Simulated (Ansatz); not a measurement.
# Exact exchange in CdTe: computed gaps and pressures at one geometry

```xyz
2
Lattice="0.0000 3.2050 3.2050 3.2050 0.0000 3.2050 3.2050 3.2050 0.0000" Properties=species:S:1:pos:R:3 pbc="T T T"
Cd    3.2050    3.2050    3.2050
Te    0.0000    0.0000    0.0000
```

All runs: Ansatz, plane waves and PAW, scalar-relativistic (no spin–orbit coupling), 6×6×6 k-mesh, Gaussian smearing of 0.05 eV, no spin polarisation. Semilocal reference PBE: gap zero (metallic on this mesh), pressure -4.4 GPa. The hybrids carry no U.

What gap and pressure does wPBEh give at this geometry?

Gap zero (metallic on this mesh), pressure -5.5 GPa.

And the other functionals?


| functional | gap | pressure (GPa) | cutoff (eV) | core-seconds |
| --- | --- | --- | --- | --- |
| wPBEh | zero (metallic on this mesh) | -5.5 | 420 | 56 |
| B3LYP | zero (metallic on this mesh) | -3.4 | 420 | 63 |
| HISS | zero (metallic on this mesh) | -6.3 | 420 | 80 |
| Hartree-Fock | 4.24 eV | -2.3 | 420 | 85 |

The reference has no gap; Hartree-Fock opens one, while wPBEh, B3LYP, HISS leave the cell metallic on this mesh. On shared hosts the hybrid runs at the reference's cutoff took roughly 33 to 51 times the core time of the semilocal one on the same mesh, with some more bands.

Caveats: core times come from shared hosts and scatter; exact exchange suits metals badly: it thins the states at the Fermi level; filled bands differ between k-points; functionals with much or all of the long-range exchange (Hartree–Fock, LC-wPBE, CAM-B3LYP) overshoot the gaps of most solids, bar the widest; gaps are read on a coarse mesh; stress loosely converged; the cell was built on a prototype listed for this compound, which may not be its ambient form; the mesh of this hybrid run is coarse for a metal.

The cell is rocksalt, with six-coordinate Cd, so the missing gap in PBE and the three hybrids does not contradict the semiconducting character of ordinary zincblende CdTe. In rocksalt, inversion symmetry forbids mixing of Te 5p with Cd 4d at the zone centre but allows it elsewhere. This pushes the valence maximum away from the centre, and the metallic result suggests an indirect overlap with Cd-derived conduction states. Hartree-Fock removes that overlap, probably because its exchange is unscreened, so its 4.24 eV is no evidence that this phase is an insulator.

The pressure is negative in every run, so each functional favours a smaller rocksalt cell, as expected for a dense high-pressure structure held at a volume close to that of the open tetrahedral form. Exact exchange has no uniform effect here: wPBEh and HISS strengthen the pull towards contraction relative to PBE, while B3LYP and Hartree-Fock weaken it. Whether the overlap survives at each functional's own equilibrium volume remains open.
